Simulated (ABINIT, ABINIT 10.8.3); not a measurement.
# Lattice constants of Pmmn NiSi with PBEsol: a first-year notebook

*A first attempt by someone new to these calculations. It holds errors of set-up and of interpretation; a review follows at the end.*

## Background

The numbers I want to reproduce are the three cell edges of NiSi in its Pmmn form, from "The equation of state of the Pmmn phase of NiSi" (2015, PubMed Central 4665664). The sample was made in a multi-anvil press at 17.5 GPa and recovered, so it is metastable at ambient pressure, and it held traces of two other NiSi phases. The edges came from synchrotron powder diffraction at room temperature. The paper also gives values from an earlier X-ray experiment, and those are the ones I compare with. The two sets differ by about 0.006 Å in the short edge and by less in the others. I have to be careful with the names: what the source calls b is my a, and its a is my b.

| compared with | measured | source's wording or label | T (K) | method |
| --- | --- | --- | --- | --- |
| a (Å) | 3.0266 ± 0.0001 | 3.0266 ± 0.0001 A | – | X-ray diffraction * |
| a (Å) | 3.021 ± 0.001 | 3.021 ± 0.001 A | room temperature | synchrotron powder XRD, Le Bail fit |
| b (Å) | 3.2735 ± 0.0001 | 3.2735 ± 0.0001 A | – | X-ray diffraction * |
| b (Å) | 3.2742 ± 0.0008 | 3.2742 ± 0.0008 A | room temperature | synchrotron powder XRD, Le Bail fit |
| c (Å) | 4.69776 ± 0.00006 | 4.69776 ± 6e-05 A | – | X-ray diffraction * |
| c (Å) | 4.701 ± 0.001 | 4.701 ± 0.001 A | room temperature | synchrotron powder XRD, Le Bail fit |

Where a quantity has several values, deviations refer to the one marked *.

Conditions are those given with the value in the passage it was taken from; "not stated" means there, and the paper may say more elsewhere. The values are a selection: others may have been left out beforehand as unlike or outlying.

## Strategy

I want a, b and c each within 0.01 Å of the earlier X-ray values. I chose 0.01 because it is a round number and a bit more than the difference between the two experiments.

The model is the primitive cell with 4 atoms, and ABINIT relaxes both the cell and the atoms. I use PBEsol because I read that it is meant for solids. The starting cell has a = 3.024 Å, which is already between the two measured values, so the program should not have far to go. The calculation has no temperature in it and the sample was at room temperature; I expect that to make the measured cell slightly bigger, and I leave it at that.

I will start with something quick, and if the three numbers come out right I am done. If they don't, I will turn something up.

System: NiSi (nickel monosilicide), Pmmn, distorted gamma-CuTi type; Pmmn (No. 59), 4 atoms in the primitive cell; the database structure is a database entry's sites in a cell taken from published measurements: a = 3.024 Å, b = 3.274 Å, c = 4.699 Å; structure from the Materials Project.

On the selection of runs and values: Further runs on this system are not shown.

## 1. A quick first relaxation

I set the cutoff to 6 Ha so that it finishes fast. The k mesh is 10x8x6, which looks like plenty for such a small cell, and I think the mesh matters more than the cutoff. Since the start is almost the measured cell, I expect the edges to move only in the third decimal.

**Run 1.** ABINIT 10.8.3: PBEsol, JTH PAW datasets, cell and atoms relaxed from the database structure, cutoff 6 Ha, 10x8x6 k mesh, Gaussian smearing 0.1 eV; PBE datasets.

Key lines of the input:
```
# potential files: JTH PAW datasets, made for PBE
ecut 6
pawecutdg 12
ecutsm 0.5
dilatmx 1.06
optcell 2
ionmov 2
ntime 30
tolmxf 5.0d-5
ixc -116133
ngkpt 10 8 6
shiftk 0.0 0.0 0.0
occopt 7
tsmear 0.1 eV
nband 31
nstep 60
tolvrs 1.0d-10
pseudos "Si.xml, Ni.xml"
ntypat 2
znucl 14 28
natom 4
typat 1 1 2 2
# ... acell, rprim, xred
```

Command:
```
OMP_NUM_THREADS=1 mpirun -n 4 abinit run.abi > run.log
```

Selected lines of the output:
```
Current rprimd gives negative (R1 x R2) . R3 .
    Rprimd =    4.546876E+01    0.000000E+00    0.000000E+00
                0.000000E+00   -2.775894E+01    0.000000E+00
                0.000000E+00    0.000000E+00    2.529672E+01
    Action: if the cell size and shape are fixed (optcell==0),
            exchange two of the input rprim vectors;
            if you are optimizing the cell size and shape (optcell/=0),
            maybe the move was too large, and you might try to decrease strprecon
```

Ended with an error; 50 s on 4 cores of Arm Neoverse V1, shared host.

No lattice constants, only an error after 50 s. The cell vectors in the message are about 45, 28 and 25 bohr long, far longer than any edge of this crystal, and one of them has a minus sign. The program says that the move was maybe too large. I take this to mean that the cell wanted to get bigger and jumped too far in one go.

## 2. Starting from a bigger cell

If the cell wants to grow, I can save it the trouble and start with all the edges 1.04 times as long. Then it should only need small moves. I allow at most 3 ionic steps, so that it can't run away again and I get my numbers soon. I also put the cutoff up to 20 Ha, because a better calculation should behave better. I expect the edges to settle close to the measured ones within those three steps.

**Run 2.** ABINIT 10.8.3: PBEsol, JTH PAW datasets, cell and atoms relaxed from the database structure, cutoff 20 Ha, 10x8x6 k mesh, Gaussian smearing 0.1 eV; started from lattice vectors 1.04 times the database's, at most 3 ionic steps; PBE datasets.

Key lines of the input, as changed from run 1:
```diff
- ecut 6
- pawecutdg 12
+ ecut 20
+ pawecutdg 40
- ntime 30
+ ntime 3
- nstep 60
+ nstep 80
- # ... acell, rprim, xred
+ acell 3*1.0 angstrom
+ rprim
+   3.14475200000 0.00000000000 0.00000000000
+   0.00000000000 3.40475200000 0.00000000000
+   0.00000000000 0.00000000000 4.88737600000
+ # ... xred
```

Not converged; wall time 8.8 min.

Not converged. It took 8.8 minutes and I have no lattice constants to write down. Three steps were not enough, even though I gave the cell its extra room at the start. I don't think the bigger cell was such a help, so I am going back to the database cell.

## 3. Switching off the smearing

The other thing in my input that I don't really understand is the smearing of 0.1 eV. It smears out the electrons over the levels, and that sounds like something that makes a result less exact. With fixed occupations every level is either full or empty, which should give cleaner forces and let the relaxation settle. I keep 20 Ha and the same k mesh, and let it take as many steps as it had the first time. I expect it to converge now, with edges near the measured ones.

**Run 3.** ABINIT 10.8.3: PBEsol, JTH PAW datasets, cell and atoms relaxed from the database structure, cutoff 20 Ha, 10x8x6 k mesh, fixed occupations; PBE datasets.

Key lines of the input, as changed from run 1:
```diff
- ecut 6
- pawecutdg 12
+ ecut 20
+ pawecutdg 40
- occopt 7
- tsmear 0.1 eV
- nband 31
+ occopt 1
```

Selected lines of the output:
```
 At Broyd/MD step  13, gradients are converged :
-Cartesian components of stress tensor (GPa)         [Pressure=  8.7760E-03 GPa]
            acell      5.4400461194E+00  6.3166683809E+00  8.8715103134E+00 Bohr
```

Converged; wall time 15 min.

| quantity | run 3 | measured | deviation |
| --- | --- | --- | --- |
| a (Å) | 2.8787 | 3.0266 ± 0.0001 | −0.1479 (−4.9 %) |
| b (Å) | 3.3426 | 3.2735 ± 0.0001 | +0.0691 (+2.1 %) |
| c (Å) | 4.6946 | 4.69776 ± 0.00006 | −0.0032 (−0.1 %) |
| conventional cell volume (Å³) | 45.17 |  |  |
| final pressure (GPa) | 0.00878 |  |  |

This one converged, at step 13, and the pressure left over is only 0.00878 GPa, so I count the relaxation itself as good. The c edge is 4.6946 Å, just 0.0032 Å below the measured one and well inside my 0.01. But a is 2.8787 Å, too short by 0.1479 Å, and b is too long by 0.0691 Å. Since c comes out so well, I think the method is basically right and only needs to be more accurate for the other two edges.

## 4. More cutoff for the other two edges

More accurate means a higher cutoff, so I go from 20 to 26 Ha. I also put the smearing of 0.1 eV back, because fixed occupations didn't give me the exact result I wanted from them. The k mesh stays as it is. I expect c to stay where it is and a and b to move to the measured values.

**Run 4.** ABINIT 10.8.3: PBEsol, JTH PAW datasets, cell and atoms relaxed from the database structure, cutoff 26 Ha, 10x8x6 k mesh, Gaussian smearing 0.1 eV; PBE datasets; stopped from outside after 726 s, the time that was left for it.

Key lines of the input, as changed from run 1:
```diff
- ecut 6
- pawecutdg 12
+ ecut 26
+ pawecutdg 52
- ntime 30
+ ntime 50
- nstep 60
+ nstep 80
```

Command:
```
OMP_NUM_THREADS=1 mpirun -n 8 abinit run.abi > run.log
```

Selected lines of the output:
```
     iter   Etot(hartree)      deltaE(h)  residm     nres2
 ETOT  4  -349.54960824213     4.983E-07 7.035E-07 2.016E-06
 ETOT  5  -349.54960824831    -6.180E-09 9.263E-06 1.078E-07
 ETOT  6  -349.54960824826     5.878E-11 5.769E-07 6.277E-09
```

Cut off at its time limit; 12 min on 8 cores of Arm Neoverse N1, shared host.

The run was cut off after 12 minutes, before the relaxation was done, so I have no edges from 26 Ha. The last energies are -349.54960824831 and -349.54960824826 hartree, the same to ten decimals. To me that looks as if it was practically finished and only needed a little longer, which is annoying.

## 5. Down to 14 Ha

I don't want to wait for 26 Ha again. 6 Ha crashed and 26 Ha was too slow, so I take 14 Ha, which is somewhere in between, and leave the smearing and the k mesh alone. If the energy is that steady, the edges can't depend much on the cutoff either. I expect c near 4.69 Å again, and I hope a comes out longer this time.

**Run 5.** ABINIT 10.8.3: PBEsol, JTH PAW datasets, cell and atoms relaxed from the database structure, cutoff 14 Ha, 10x8x6 k mesh, Gaussian smearing 0.1 eV; PBE datasets.

Key lines of the input, as changed from run 4:
```diff
- ecut 26
- pawecutdg 52
+ ecut 14
+ pawecutdg 28
```

Converged; 16 min on 4 cores of Arm Neoverse V1, shared host.

| quantity | run 5 | measured | deviation |
| --- | --- | --- | --- |
| a (Å) | 2.9679 | 3.0266 ± 0.0001 | −0.0587 (−1.9 %) |
| b (Å) | 3.2066 | 3.2735 ± 0.0001 | −0.0669 (−2.0 %) |
| c (Å) | 4.6745 | 4.69776 ± 0.00006 | −0.0232 (−0.5 %) |
| conventional cell volume (Å³) | 44.49 |  |  |
| final pressure (GPa) | 0.00519 |  |  |

It converged, and a did come out longer: 2.9679 Å, now 0.0587 Å too short instead of 0.1479 Å. But b has dropped to 3.2066 Å, so it is now too short where before it was too long, and c is worse as well, at 4.6745 Å. None of the three is within 0.01 Å. So 14 Ha is good for a and 20 Ha is good for c, and I don't see how to have both.

## 6. More k points at 20 Ha

I go back to 20 Ha, because that gave me the good c, and raise the k mesh to 12x10x8. I haven't touched the mesh so far, and more points should repair what the cutoff can't. The smearing stays on. I expect c to return to about 4.69 Å and a and b to come closer to the measured edges.

**Run 6.** ABINIT 10.8.3: PBEsol, JTH PAW datasets, cell and atoms relaxed from the database structure, cutoff 20 Ha, 12x10x8 k mesh, Gaussian smearing 0.1 eV; PBE datasets; stopped from outside after 508 s, the time that was left for it.

Key lines of the input, as changed from run 4:
```diff
- ecut 26
- pawecutdg 52
+ ecut 20
+ pawecutdg 40
- ngkpt 10 8 6
+ ngkpt 12 10 8
```

Selected lines of the output:
```
     iter   Etot(hartree)      deltaE(h)  residm     nres2
 ETOT  7  -349.53040882699    -2.071E-09 4.642E-06 2.200E-07
 ETOT  8  -349.53040883031    -3.315E-09 1.296E-05 5.445E-08
 ETOT  9  -349.53040883105    -7.435E-10 5.259E-06 2.061E-09
```

Cut off at its time limit; 8.5 min on 8 cores of Arm Neoverse N1, shared host.

Cut off again, this time after 8.5 minutes, and again there are no edges. The last energy is -349.53040883105 hartree. At 26 Ha it was -349.54960824826, which is only about 0.019 hartree lower out of almost 350, so I take it that the cutoff and the mesh are both good enough by now. Then it must be PBEsol that makes the edges too short.

## 7. Trying LDA instead

I change the functional to LDA and go back to the 10x8x6 mesh, since the denser one only cost me time. LDA is the simplest functional I know of, so I hope it gets to the end at 20 Ha. I expect a different functional to give a different a, and as PBEsol gave it too short, LDA should bring it up towards 3.03 Å.

**Run 7.** ABINIT 10.8.3: LDA, JTH PAW datasets, cell and atoms relaxed from the database structure, cutoff 20 Ha, 10x8x6 k mesh, Gaussian smearing 0.1 eV.

Key lines of the input, as changed from run 4:
```diff
- # potential files: JTH PAW datasets, made for PBE
- ecut 26
- pawecutdg 52
+ # potential files: JTH PAW datasets, made for LDA
+ ecut 20
+ pawecutdg 40
- ixc -116133
```

Converged; 11 min on 4 cores of Arm Neoverse V1, shared host.

| quantity | run 7 | measured | deviation |
| --- | --- | --- | --- |
| a (Å) | 2.9766 | 3.0266 ± 0.0001 | −0.0500 (−1.7 %) |
| b (Å) | 3.2226 | 3.2735 ± 0.0001 | −0.0509 (−1.6 %) |
| c (Å) | 4.6205 | 4.69776 ± 0.00006 | −0.0772 (−1.6 %) |
| conventional cell volume (Å³) | 44.32 |  |  |
| final pressure (GPa) | −0.00099 |  |  |

LDA converged and gave a = 2.9766 Å. That is the longest a I have had, but it is still 0.0500 Å too short and nowhere near 3.03 Å. b is too short by 0.0509 Å and c by 0.0772 Å, so I have lost the good c as well, and none of the three edges is within my 0.01 Å.

The pressure left at the end is only −0.00099 GPa, the closest to zero of my three finished runs, so I take this to be the most accurate relaxation. All three edges are also off by nearly the same percentage, 1.6 or 1.7, which looks tidier to me than one good edge and two bad ones. I have changed the cutoff, the smearing, the k mesh and now the functional, and a is too short every time I get a number. I think DFT just makes this crystal too small, and I am leaving it here with the LDA cell as my result.

## Results at a glance

| run | settings | a (Å) | b (Å) | c (Å) | mean abs. dev. of these columns (%) | cost | status |
| --- | --- | --- | --- | --- | --- | --- | --- |
| 1 | PBEsol, cutoff 6 Ha, 10x8x6 k mesh, Gaussian smearing 0.1 eV, PBE datasets | – | – | – |  | 3.3 core-min | ended with an error |
| 2 | PBEsol, cutoff 20 Ha, 10x8x6 k mesh, Gaussian smearing 0.1 eV, at most 3 ionic steps, PBE datasets | – | – | – |  | 35 core-min | not converged |
| 3 | PBEsol, cutoff 20 Ha, 10x8x6 k mesh, fixed occupations, PBE datasets | 2.8787 | 3.3426 | 4.6946 | 2.4 | 61 core-min |  |
| 4 | PBEsol, cutoff 26 Ha, 10x8x6 k mesh, Gaussian smearing 0.1 eV, PBE datasets, stopped from outside after 726 s, the time that was left for it | – | – | – |  | 1.6 core-h | cut off at its time limit |
| 5 | PBEsol, cutoff 14 Ha, 10x8x6 k mesh, Gaussian smearing 0.1 eV, PBE datasets | 2.9679 | 3.2066 | 4.6745 | 1.5 | 63 core-min |  |
| 6 | PBEsol, cutoff 20 Ha, 12x10x8 k mesh, Gaussian smearing 0.1 eV, PBE datasets, stopped from outside after 508 s, the time that was left for it | – | – | – |  | 68 core-min | cut off at its time limit |
| 7 | LDA, cutoff 20 Ha, 10x8x6 k mesh, Gaussian smearing 0.1 eV | 2.9766 | 3.2226 | 4.6205 | 1.6 | 44 core-min |  |
|  | measured | 3.0266 ± 0.0001 | 3.2735 ± 0.0001 | 4.69776 ± 0.00006 |  |  |  |

## Where I got to

I wanted all three edges within 0.01 Å of the X-ray values and I didn't get there. Three of my seven runs gave a full set of edges, and the only edge that came out right was c with PBEsol and fixed occupations, in the same run that had the worst a.

The result I am writing down is the LDA cell: a = 2.9766 Å, b = 3.2226 Å, c = 4.6205 Å. In the table the PBEsol run at 14 Ha has a slightly smaller mean deviation, 1.5 % against 1.6 %, but I trust LDA more because its three errors are almost equal and it was run at the higher cutoff.

What I take from this is that DFT makes NiSi about 1.6 % too small, and that the cutoff and the k mesh are not what matters. Room temperature may explain some of the difference, since the real crystal is warm and mine isn't. For the next crystal I would start with LDA straight away and add the 1.6 % at the end.

## Reviewer's comments

Further runs made for the review:

| reviewer's run | settings | a (Å) | b (Å) | c (Å) | mean abs. dev. of these columns (%) | cost |
| --- | --- | --- | --- | --- | --- | --- |
| R1 | PBEsol, JTH PAW datasets, cutoff 20 Ha, 10x8x6 k mesh, Gaussian smearing 0.1 eV, PBE datasets | 2.9826 | 3.2639 | 4.6633 | 0.8 | 45 core-min |
| R2 | PBEsol, JTH PAW datasets, cutoff 20 Ha, 6x6x4 k mesh, Gaussian smearing 0.1 eV, PBE datasets | 3.0730 | 3.1414 | 4.6916 | 1.9 | 28 core-min |
| R3 | PBEsol, PseudoDojo norm-conserving potentials, cutoff 49 Ha, 6x6x4 k mesh, Gaussian smearing 0.1 eV | 3.0885 | 3.1258 | 4.6863 | 2.3 | 2.1 core-h |
|  | measured | 3.0266 ± 0.0001 | 3.2735 ± 0.0001 | 4.69776 ± 0.00006 |  |  |

The notebook handles the axis names correctly and rightly expects room temperature to enlarge the measured cell slightly. Its plan to stop once the numbers agree is no convergence test, however, and starting near the measured cell doesn't put the calculated minimum there.

Run 1 failed because 6 Ha is far too low for these potentials. The absurd cell vectors came from false stresses, not from a crystal that wanted to grow. Run 2 therefore enlarged the cell for no reason, then allowed only three steps to bring it back. The remedy was 20 Ha from the database cell with the ordinary step limit, which is R1, at 45 core-minutes.

Run 3 used fixed occupations, which are wrong for a metal; smearing is what makes its k-point sums behave. With smearing as the only change, R1 moves a from 2.8787 to 2.9826 Å and b from 3.3426 to 3.2639 Å. Run 3's good c is chance, and its low final pressure shows only that the relaxation finished.

Run 4 rightly restored smearing. Its steady energies, though, are electronic iterations within one ionic step, and say nothing about how near the relaxation was to its end or whether the edges depend on cutoff. They do: between run 5 at 14 Ha and R1 at 20 Ha, b grows by 0.057 Å. Run 5 isn't "good for a" either, and its a differs from run 3's through smearing as well as cutoff.

Run 6 was the right test and deserved more time. Its energy can't show convergence: 0.019 hartree is roughly half an electronvolt, large however small beside the total, and cutoff and mesh both differed from run 4. The mesh matters greatly: going from 6x6x4 (R2) to 10x8x6 (R1) shortens a by 0.090 Å and lengthens b by 0.12 Å. Changing potentials on the coarse mesh (R2 to R3) moves no edge by more than 0.016 Å.

Blaming PBEsol was thus premature, and LDA was a poor cure, since it usually gives shorter bonds. At equal cutoff, mesh and smearing, all three edges are shorter in run 7 than in R1. Neither equal percentage errors nor the smallest leftover pressure makes run 7 the most accurate. The claim that a stayed short when the mesh was changed is also wrong, because the only run with another mesh gave no edges. One LDA result can't convict DFT as a whole, nor supply a 1.6 % correction for other crystals.

The 0.01 Å target was arbitrary, and stricter than PBEsol can be relied on to meet, even before temperature is considered. R1, the nearest sound run, has b within 0.01 Å, but a is 0.044 Å and c 0.034 Å too short, a mean deviation of 0.8 %. That is fair agreement, not a settled PBEsol result, as the mesh still needs a finished denser run. Thermal expansion, probably a few tenths of a percent, should explain part of the shortfall. The two experiments differ far too little to explain the miss in a. Multiplying the edges gives R1 and R2 nearly the same volume, roughly 2 to 3 % below the measured one, so between these two meshes it is mainly the balance of a against b that changes. The small volume fits PBEsol's known tendency to make 3d metals too compact; how much of the miss in a itself comes from the mesh is not shown in this report.

[Logs are printed without paths, hosts, clocks, repeated set-up lines and the standing remarks that a program may print on its own settings, such as how far it seeks lower states.]

[The runs shown are a pick from a larger set of finished runs; failed, doubtful and other runs were left out of it ahead of writing. So were measured values far from every level or from commonly accepted values, and agreement can look better than it is. Lines of input and output are excerpts and may be shortened.]
